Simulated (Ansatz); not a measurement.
# NaCl (CsCl type) under strain

NaCl in the CsCl-type structure, relaxed with r2SCAN in Ansatz 0.2.0. The symmetry is Pm-3m (No. 221, cubic); a = 3.460 Å in the conventional setting, 20.70 Å³ an atom. Around Na lie 8 Cl at 3.00 Å; around Cl lie 8 Na at 3.00 Å.

The axes x, y and z are those of this cell:
```xyz
2
Lattice="3.4595 0.0000 0.0000 0.0000 3.4595 0.0000 0.0000 0.0000 3.4595" Properties=species:S:1:pos:R:3 pbc="T T T"
Na    0.0000    0.0000    0.0000
Cl    1.7298    1.7298    1.7298
```

Unstrained: The PBE gap is indirect, 4.105 eV (M to Γ), below the direct gap of 4.626 eV at Γ. The r2SCAN gap is indirect, 4.916 eV (M to Γ), below the direct gap of 5.454 eV at Γ. The HSE06 gap is indirect, 5.429 eV (M to Γ), below the direct gap of 5.993 eV at Γ. Meshes: PBE 8×8×8, r2SCAN 8×8×8, HSE06 6×6×6. Strains are changes of length per length, and xy shears are angles. After each strain the atoms were relaxed again with r2SCAN within the symmetry that the strain leaves, so tilts or polar shifts that break it weren't tested; points keep the names that they have in the unstrained zone. No spin polarisation. The prototype was imposed, so other structures may be more stable.

Changes of the least gap in eV (an overlap counts as a negative gap):

| strain | volume change (%) | space group | PBE | r2SCAN | HSE06 | energy rise, r2SCAN (meV/atom) |
| --- | --- | --- | --- | --- | --- | --- |
| epitaxial +0.88 % in the plane normal to [111], free normal strain -1.74 % | 0.0 | R-3m | +0.004 | +0.005 | +0.005 | -0.1 |
| uniaxial -3.38 % along z | -3.4 | P4/mmm | -0.051 | -0.050 | -0.046 | 7.1 |
| xy shear, engineering strain (angle) -1.74 % | 0.0 | Cmmm | +0.001 | +0.002 | +0.002 | 0.0 |

Epitaxial +0.88 % in the plane normal to [111], free normal strain -1.74 %. HSE06: the gap goes from 5.429 to 5.434 eV (+0.005 eV). Stress change with r2SCAN, compression positive: xx +0.02, yy +0.02, zz +0.02 GPa.

Uniaxial -3.38 % along z, other directions held. HSE06: the gap goes from 5.429 to 5.383 eV (-0.046 eV). Stress change with r2SCAN, compression positive: xx +0.06, yy +0.06, zz +3.30 GPa.

Xy shear, engineering strain (angle) -1.74 %. HSE06: the gap goes from 5.429 to 5.431 eV (+0.002 eV). Stress change with r2SCAN, compression positive: xx +0.01, yy +0.01, zz +0.01, xy -0.03 GPa.

The meshes of the hybrids are coarse, so their gaps aren't converged to the digits shown.
